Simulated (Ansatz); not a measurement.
CuI (P4/nmm): lattice vibrations

```
CELL_PARAMETERS angstrom
4.00563 0.00000 0.00000
0.00000 4.00563 0.00000
0.00000 0.00000 6.47364
ATOMIC_POSITIONS crystal
Cu 0.00000 0.00000 0.00000
Cu 0.50000 0.50000 0.00000
I 0.00000 0.50000 0.26146
I 0.50000 0.00000 0.73854
```

Computed, not measured; unless marked otherwise by PBEsol, all-electron LAPW in Ansatz 0.2.0, scalar-relativistic. k mesh 6×6×4, fixed occupations, basis error target 0.5 meV/atom. The cell was relaxed by PAW under this functional, which moved its volume by +14 % from the database entry's.

Atoms are displaced by 0.01 Å in the primitive cell, which gives the zone-centre modes alone. Negative values stand for unstable modes. The zone centre has no LO-TO term.

Question: Is the structure dynamically stable at these wave vectors?

Answer: Yes, no mode is unstable there; wave vectors off this mesh aren't tested.

Question: How do the optical zone-centre modes decompose, and which are active?

Answer: Point group 4/mmm: Γ_opt = 2Eg + Eu + B1g + A1g + A2u.

```json
{"label": "Eg", "cm⁻¹": "11.2", "activity": "Raman", "mostly": "I (54 %)"}
{"label": "Eu", "cm⁻¹": "98.6", "activity": "IR", "mostly": "Cu (67 %)"}
{"label": "B1g", "cm⁻¹": "114.9", "activity": "Raman", "mostly": "Cu (100 %)"}
{"label": "Eg", "cm⁻¹": "128.6", "activity": "Raman", "mostly": "Cu (54 %)"}
{"label": "A1g", "cm⁻¹": "130.6", "activity": "Raman", "mostly": "I (100 %)"}
{"label": "A2u", "cm⁻¹": "159.2", "activity": "IR", "mostly": "Cu (67 %)"}
```

Question: How well do frozen-core PAW files reproduce these all-electron values?

Answer: With a cutoff of 420 eV and displacements of 0.0025 Å, the r.m.s. difference over the modes is 0.1 cm⁻¹; the largest difference is 11.4 (PAW) against 11.2 cm⁻¹ (LAPW).

Question: The cell is scaled evenly to 100.754 and 106.986 Å³ (from 103.870), with free atoms relaxed and the shape held, so these aren't the values under hydrostatic pressure. What are the mode Grüneisen parameters γ = −d ln ω/d ln V?

Answer: For the highest mode, 163.1 cm⁻¹ in the small cell and 155.5 in the large one give γ ≈ 0.80. From the change of the dynamical matrix on each mode:

| point | cm⁻¹ | γ |
| --- | --- | --- |
| Gamma | 98.6 | 0.32 |
| Gamma | 114.9 | 0.69 |
| Gamma | 128.6 | 0.77 |
| Gamma | 130.6 | 0.59 |
| Gamma | 159.2 | 0.80 |

Question: Linear response on PAW files adds the field. What are the dielectric tensor, the Born charges and the LO shift?

Answer: ε∞ = (6.31, 6.31, 5.51) along x, y, z with local fields. Born charges (xx, yy, zz): Cu1 (1.00, 1.00, 0.75); Cu2 (1.00, 1.00, 0.75); I3 (-1.00, -1.00, -0.75); I4 (-1.00, -1.00, -0.75). For q along x the macroscopic field gives longitudinal modes at 115.4 (from 98.7) cm⁻¹. For q along z the macroscopic field gives longitudinal modes at 166.1 (from 159.1) cm⁻¹. Without the field the optical modes lie at 11.4 (Eg), 98.7 (Eu), 115.0 (B1g), 128.7 (Eg), 130.7 (A1g), 159.1 (A2u) cm⁻¹. With the ions free to follow the field, the program's ε₀ is (8.63, 8.63, 6.00).

Caveats: no dispersion correction, so the spacing and stiffness between layers or molecules are poor; zone-boundary modes aren't tested; the frozen-core PAW files of the compared runs were fitted under PBE, their cores solved anew for this functional; field response not resolved by the mesh; semilocal gaps are low, and ε∞ tends to come out large.
